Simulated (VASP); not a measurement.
# AlN (P6_3mc) in VASP: phonons with PBE

Aim: the phonons of AlN with PBE.

Program: VASP 6.6.1. These are calculated values, not measurements. Logs are shortened: lines on timing, memory, paths and dates and some standing lists are left out, and cuts for length are marked.

### Step 1. Starting point

Symmetry: P6_3mc, No. 186, hexagonal system. Conventional cell: a = 3.137 Å, b = 3.137 Å, c = 5.007 Å, α = 90.00°, β = 90.00°, γ = 120.00°. Around Al (site symmetry 3m) lie 4 N at 1.90 to 1.91 Å. N (site symmetry 3m) has 4 Al at 1.90 to 1.91 Å as nearest neighbours.

The cell was built by a generator and needn't be a form met in nature.

### Step 2. Phonons, PBE

Contents of POSCAR:

```
AlN
1.0
    3.1373850000      0.0000000000      0.0000000000
   -1.5686925000      2.7170551115      0.0000000000
    0.0000000000      0.0000000000      5.0066390000
Al N
2 2
Direct
    0.3333333333      0.6666666667      0.0000000000
    0.6666666667      0.3333333333      0.5000000000
    0.3333333333      0.6666666667      0.3824680000
    0.6666666667      0.3333333333      0.8824680000
```

Contents of INCAR.step1:

```
SYSTEM = AlN
PREC = Accurate
ENCUT = 600
EDIFF = 1E-8
ISMEAR = 0
SIGMA = 0.05
LREAL = .FALSE.
LASPH = .TRUE.
NELM = 80
ALGO = Normal
ISIF = 3
LWAVE = .FALSE.
LCHARG = .FALSE.
GGA = PE
IBRION = 2
NSW = 40
EDIFFG = -0.002
```

Contents of INCAR.step2:

```
SYSTEM = AlN
PREC = Accurate
ENCUT = 600
EDIFF = 1E-8
ISMEAR = 0
SIGMA = 0.05
LREAL = .FALSE.
LASPH = .TRUE.
NELM = 80
ALGO = Normal
ISIF = 2
LWAVE = .FALSE.
LCHARG = .FALSE.
GGA = PE
IBRION = 6
NFREE = 2
POTIM = 0.015
NSW = 1
```

Contents of KPOINTS:

```
Automatic mesh
0
G
  9 9 6
  0 0 0
```

Potentials or basis: VASP PAW PBE potentials, release 64 (Al, N).

Command:

```
cat potpaw_PBE.64/Al/POTCAR potpaw_PBE.64/N/POTCAR > POTCAR
cp INCAR.step1 INCAR
mpirun -np 1 vasp_std > vasp.out
cp CONTCAR POSCAR
cp INCAR.step2 INCAR
mpirun -np 1 vasp_std > vasp.out
```

OUTCAR:

```text
SYSTEM = AlN
   PREC = Accurate
   ENCUT = 600
   EDIFF = 1E-8
   ISMEAR = 0
   LREAL = .FALSE.
   LASPH = .TRUE.
   NELM = 80
   ISIF = 2
   GGA = PE
   IBRION = 6
   NFREE = 2
   POTIM = 0.015
   NSW = 1

 ion  position               nearest neighbor table
   1  0.333  0.667  0.000-   4 1.90   4 1.90   4 1.90   3 1.91   2 3.09   2 3.09   2 3.09   2 3.09
                             2 3.09   2 3.09
   2  0.667  0.333  0.500-   3 1.90   3 1.90   3 1.90   4 1.91   1 3.09   1 3.09   1 3.09   1 3.09
                             1 3.09   1 3.09
   3  0.333  0.667  0.382-   2 1.90   2 1.90   2 1.90   1 1.91
   4  0.667  0.333  0.882-   1 1.90   1 1.90   1 1.90   2 1.91

  LATTYP: Found a hexagonal cell.
 ALAT       =     3.1278825639
 C/A-ratio  =     1.6034183382

  Lattice vectors:

 A1 = (   3.1278825639,   0.0000000000,   0.0000000000)
 A2 = (  -1.5639412820,   2.7088257605,   0.0000000000)
 A3 = (   0.0000000000,   0.0000000000,   5.0153042628)

Analysis of symmetry for initial positions (statically):
=====================================================================
 Subroutine PRICEL returns:
 Original cell was already a primitive cell.

 Routine SETGRP: Setting up the symmetry group for a
 hexagonal supercell.

 Subroutine GETGRP returns: Found 12 space group operations
 (whereof  6 operations were pure point group operations)
 out of a pool of 24 trial point group operations.

The static configuration has the point symmetry C_3v.
 The point group associated with its full space group is C_6v.

Analysis of symmetry for dynamics (positions and initial velocities):
=====================================================================
 Subroutine PRICEL returns:
 Original cell was already a primitive cell.

 Routine SETGRP: Setting up the symmetry group for a
 hexagonal supercell.

 Subroutine GETGRP returns: Found 12 space group operations
 (whereof  6 operations were pure point group operations)
 out of a pool of 24 trial point group operations.

The dynamic configuration has the point symmetry C_3v.
 The point group associated with its full space group is C_6v.

 Subroutine INISYM returns: Found 12 space group operations
 (whereof  6 operations are pure point group operations),
 and found     1 'primitive' translations

----------------------------------------------------------------------------------------

                                     Primitive cell

  volume of cell :      42.4941

  direct lattice vectors                    reciprocal lattice vectors
     3.127882564  0.000000000  0.000000000     0.319705097  0.184581824  0.000000000
    -1.563941282  2.708825760  0.000000000     0.000000000  0.369163648  0.000000000
     0.000000000  0.000000000  5.015304263     0.000000000  0.000000000  0.199389698

  length of vectors
     3.127882564  3.127882564  5.015304263     0.369163648  0.369163648  0.199389698

  position of ions in fractional coordinates (direct lattice)
     0.333333333  0.666666667  0.000490302
     0.666666667  0.333333333  0.500490302
     0.333333333  0.666666667  0.381977698
     0.666666667  0.333333333  0.881977698

  ion indices of the primitive-cell ions
   primitive index   ion index
                 1           1
                 2           2
                 3           3
                 4           4

----------------------------------------------------------------------------------------

 KPOINTS: Automatic mesh

Automatic generation of k-mesh.
 Grid dimensions read from file:
 generate k-points for:    9    9    6

 Generating k-lattice:

  Cartesian coordinates                     Fractional coordinates (reciprocal lattice)
     0.035522789  0.020509092  0.000000000     0.111111111  0.000000000  0.000000000
     0.000000000  0.041018183  0.000000000     0.000000000  0.111111111  0.000000000
     0.000000000  0.000000000  0.033231616     0.000000000  0.000000000  0.166666667

  Length of vectors
     0.041018183  0.041018183  0.033231616

  Shift w.r.t. Gamma in fractional coordinates (k-lattice)
     0.000000000  0.000000000  0.000000000

 Subroutine IBZKPT returns following result:
 ===========================================

 Found     48 irreducible k-points:

 Following reciprocal coordinates:
            Coordinates               Weight
  0.000000  0.000000  0.000000      1.000000
  0.111111 -0.000000  0.000000      6.000000
  0.222222 -0.000000  0.000000      6.000000
  0.333333 -0.000000  0.000000      6.000000
  0.444444 -0.000000  0.000000      6.000000
  0.111111  0.111111  0.000000      6.000000
[... 16 lines left out ...]
  0.333333  0.222222  0.166667     24.000000
  0.333333  0.333333  0.166667      4.000000
 [... further k-points ...]
   k-points           NKPTS =     48   k-points in BZ     NKDIM =     48   number of bands    NBANDS=     12
   number of dos      NEDOS =    301   number of ions     NIONS =      4
   total plane-waves  NPLWV =  31360
   dimension x,y,z NGX =    28 NGY =   28 NGZ =   40
   dimension x,y,z NGXF=    56 NGYF=   56 NGZF=   80
   ions per type =               2   2
   NGX,Y,Z   is equivalent  to a cutoff of  14.88, 14.88, 13.26 a.u.
   NGXF,Y,Z  is equivalent  to a cutoff of  29.76, 29.76, 26.52 a.u.
 SYSTEM =  AlN
   PREC   = accura    normal or accurate (medium, high low for compatibility)
   ISTART =      0    job   : 0-new  1-cont  2-samecut
   ICHARG =      2    charge: 1-file 2-atom 10-const
   ISPIN  =      1    spin polarized calculation?
   LNONCOLLINEAR =      F non collinear calculations
   LSORBIT =      F    spin-orbit coupling
   LASPH  =      T    aspherical Exc in radial PAW
   ENCUT  =  600.0 eV  44.10 Ry    6.64 a.u.   6.25  6.25 10.02*2*pi/ulx,y,z
   NELM   =     80;   NELMIN=  2; NELMDL=  0     # of ELM steps
   EDIFF  = 0.1E-07   stopping-criterion for ELM
   LREAL  =      F    real-space projection
   EDIFFG = 0.1E-06   stopping-criterion for IOM
   NSW    =     85    number of steps for IOM
   IBRION =      6    ionic relax: 0-MD 1-quasi-New 2-CG
   NFREE  =      2    steps in history (QN), initial steepest desc. (CG)
   ISIF   =      2    stress and relaxation
   ISYM   =      2    0-nonsym 1-usesym 2-fastsym
   POTIM  = 0.0150    time-step for ionic-motion
   TEBEG  =    0.0;   TEEND  =   0.0 temperature during run
   PSTRESS=    0.0 pullay stress
   NELECT =      16.0000    total number of electrons
   NUPDOWN=      -1.0000    fix difference up-down
   EMIN   =  10.00;   EMAX   =-10.00  energy-range for DOS
   EFERMI =   0.00;   METHOD = LEGACY
   ISMEAR =     0;   SIGMA  =   0.05  broadening in eV -4-tet -1-fermi 0-gaus
   EFERMI_NEDOS =   21; number of points for ismear=-14 and -15
   IALGO  =     38    algorithm
   IMIX   =      4    mixing-type and parameters
     AMIX     =   0.40;   BMIX     =  1.00
     AMIX_MAG =   1.60;   BMIX_MAG =  1.00
  volume/ion in A,a.u.               =      10.62        71.69
  Fermi-wavevector in a.u.,A,eV,Ry     =   1.182148  2.233936 19.013790  1.397474
  Thomas-Fermi vector in A             =   2.318408
   LORBIT       =      0    0 simple, 1 ext, 2 COOP (PROOUT), +10 PAW based schemes
   GGA     = PE    functional components
   LHFCALC =     F    Hartree Fock is set to
   AEXX    =    0.0000 exact exchange contribution
   IVDW    =     0    specifies the selected vdW correction
   LEPSILON=     F    determine dielectric tensor
   LRPA    =     F    only Hartree local field effects (RPA)
 finite differences with symmetry
 non-spin polarized calculation
 Gauss-broadening in eV      SIGMA  =   0.05
  energy-cutoff  :      600.00
  volume of cell :       42.49
 maximum number of plane-waves:      1436
 NGX is ok and might be reduce to    28
   NGX = 13   NGY = 13   NGZ = 21

--------------------------------------- Ionic step        1  -------------------------------------------

 number of electron      15.9999999 magnetization

 Free energy of the ion-electron system (eV)
  ---------------------------------------------------
  ext. energy  EPLUGINS =         0.00000000
  ---------------------------------------------------
  free energy    TOTEN  =       -29.78353722 eV

  energy without entropy =      -29.78353722  energy(sigma->0) =      -29.78353722

------------------------ aborting loop because EDIFF is reached ----------------------------------------

  FORCE on cell =-STRESS in cart. coord.  units (eV):
  Direction    XX          YY          ZZ          XY          YZ          ZX
  --------------------------------------------------------------------------------------
  -------------------------------------------------------------------------------------
  Total        0.0027462      0.0027462     -0.0015695      0.0000000     -0.0000000      0.0000000
  in kB        0.1035411      0.1035411     -0.0591748      0.0000000     -0.0000000      0.0000000
  external PRESSURE =       0.0493024 kB  Pullay stress =       0.0000000 kB
[... 291 lines left out ...]
--------------------------------------- Ionic step        9  -------------------------------------------

 number of electron      16.0000000 magnetization

 Free energy of the ion-electron system (eV)
  ---------------------------------------------------
  ext. energy  EPLUGINS =         0.00000000
  ---------------------------------------------------
  free energy    TOTEN  =       -29.78135404 eV

  energy without entropy =      -29.78135404  energy(sigma->0) =      -29.78135404

 E-fermi :   6.1760     XC(G=0): -10.8360

 val. band max:        5.9580636308   @ k =   0.0000   0.0000   0.0000
 cond. band min:      10.0420390269   @ k =   0.0000   0.0000   0.0000
 fundamental gap:      4.0839753961
 Fermi energy:         6.1759750290

 k-point     1 :       0.0000    0.0000    0.0000
  band No.  band energies     occupation
      1      -9.0966      2.00000
      2      -7.0071      2.00000
      3       0.0587      2.00000
      4       5.1485      2.00000
      5       5.1485      2.00000
      6       5.7917      2.00000
      7       5.7917      2.00000
      8       5.9581      2.00000
      9      10.0420      0.00000
     10      12.5073      0.00000
     11      16.4346      0.00000
     12      17.0299      0.00000
[... 331 lines left out ...]
 k-point    24 :       0.3333    0.3333    0.1667
  band No.  band energies     occupation
      1      -6.6503      2.00000
      2      -6.6469      2.00000
      3       1.3669      2.00000
      4       1.8444      2.00000
      5       1.8550      2.00000
      6       3.3454      2.00000
      7       4.1078      2.00000
      8       4.1301      2.00000
      9      11.4027      0.00000
     10      14.2163      0.00000
     11      14.9492      0.00000
     12      15.0581      0.00000

 [... further k-points ...]
[... 5 lines left out ...]
  --------------------------------------------------------------------------------------
  -------------------------------------------------------------------------------------
  Total       -0.0722889     -0.0722889      0.1762383      0.0000000      0.0000000      0.0000000
  in kB       -2.7255461     -2.7255461      6.6448043      0.0000000      0.0000000      0.0000000
  external PRESSURE =       0.3979040 kB  Pullay stress =       0.0000000 kB
[... 19 lines left out ...]
  FREE ENERGIE OF THE ION-ELECTRON SYSTEM (eV)
  ---------------------------------------------------
  free  energy   TOTEN  =       -29.7813540350 eV

  energy  without entropy=      -29.7813540350  energy(sigma->0) =      -29.78135404

 INTERNAL STRAIN TENSORS FROM DISPLACED ATOMS
 ============================================

 INTERNAL STRAIN TENSOR FOR ION    1 for displacements in x,y,z  (eV/Angst):
          X           Y           Z          XY          YZ          ZX
  --------------------------------------------------------------------------------
  x     0.00000     0.00000     0.00000    -8.23949     0.00000    -4.92645
  y    -8.23949     8.23949     0.00000    -0.00000    -4.92645     0.00000
  z    -5.08449    -5.08449    11.26525     0.00000     0.00000     0.00000

 INTERNAL STRAIN TENSOR FOR ION    4 for displacements in x,y,z  (eV/Angst):
          X           Y           Z          XY          YZ          ZX
  --------------------------------------------------------------------------------
  x     0.00000     0.00000     0.00000     9.87713     0.00000     4.92311
  y     9.87713    -9.87713    -0.00000    -0.00000     4.92311    -0.00000
  z     5.09190     5.09190   -11.27001     0.00000     0.00000     0.00000

 Eigenvectors and eigenvalues of the dynamical matrix
 ----------------------------------------------------

   1 f  =   21.219607 THz   133.326725 2PiTHz  707.809912 cm-1    87.757205 meV
             X         Y         Z           dx          dy          dz
     -0.000000  1.805884  0.002459     0.000000    0.000000   -0.006883
      1.563941  0.902942  2.510111     0.000000    0.000000    0.006883
     -0.000000  1.805884  1.915734    -0.000000   -0.000000   -0.707073
      1.563941  0.902942  4.423387    -0.000000   -0.000000    0.707073
[... 71 lines left out ...]
  12 f/i=    0.000219 THz     0.001373 2PiTHz    0.007289 cm-1     0.000904 meV
             X         Y         Z           dx          dy          dz
     -0.000000  1.805884  0.002459    -0.000000    0.000000   -0.573738
      1.563941  0.902942  2.510111    -0.000000    0.000000   -0.573738
     -0.000000  1.805884  1.915734    -0.000000    0.000000   -0.413309
      1.563941  0.902942  4.423387    -0.000000    0.000000   -0.413309

 ELASTIC MODULI CONTR FROM IONIC RELAXATION (kBar)
 Direction    XX          YY          ZZ          XY          YZ          ZX
 --------------------------------------------------------------------------------
 XX        -640.4194    317.0311    358.0662      0.0000      0.0000     -0.0000
 YY         317.0311   -640.4194    358.0662     -0.0000     -0.0000     -0.0000
 ZZ         358.0662    358.0662   -792.9251      0.0000     -0.0000      0.0000
 XY           0.0000     -0.0000      0.0000   -478.7253      0.0000      0.0000
 YZ           0.0000     -0.0000     -0.0000      0.0000   -127.3186     -0.0000
 ZX          -0.0000     -0.0000      0.0000      0.0000     -0.0000   -127.3186
 --------------------------------------------------------------------------------
```

It took 4.4 min on 1 thread of Intel Xeon 6975P-C (Granite Rapids), shared host; peak memory 0.36 GiB.

Results:

- Relaxed volume: 10.62 Å³/atom
- Relaxed cell: a = 3.128 Å, b = 3.128 Å, c = 5.015 Å, α = 90.00°, β = 90.00°, γ = 120.00°
- Space group after relaxing (to 0.05 Å): P6_3mc (No. 186)
- Highest phonon frequency at Γ, LO-TO splitting left out: 708 cm⁻¹

Step by step:
```csv
step,energy change (eV),largest force (eV/Å),pressure (GPa),volume (Å³)
1,0.0000,0.0078,-0.89,42.68
2,-0.0005,0.0397,0.82,42.31
3,-0.0009,0.0266,0.13,42.46
4,-0.0010,0.0117,0.06,42.48
5,-0.0011,0.0010,0.00,42.49
```

Final structure:
```cif
data_structure
_symmetry_space_group_name_H-M 'P 1'
_symmetry_Int_Tables_number 1
_cell_length_a 3.1279
_cell_length_b 3.1279
_cell_length_c 5.0153
_cell_angle_alpha 90.000
_cell_angle_beta 90.000
_cell_angle_gamma 120.000
_cell_volume 42.49
loop_
_atom_site_label
_atom_site_type_symbol
_atom_site_fract_x
_atom_site_fract_y
_atom_site_fract_z
_atom_site_occupancy
Al1 Al 0.33333 0.66667 0.00049 1
Al2 Al 0.66667 0.33333 0.50049 1
N1 N 0.33333 0.66667 0.38198 1
N2 N 0.66667 0.33333 0.88198 1
```

Phonon frequencies in cm⁻¹ (negative: imaginary):
```tsv
q point	frequencies
(0.000, 0.000, 0.000)	0 0 0 237 237 537 597 639 639 651 651 708
```
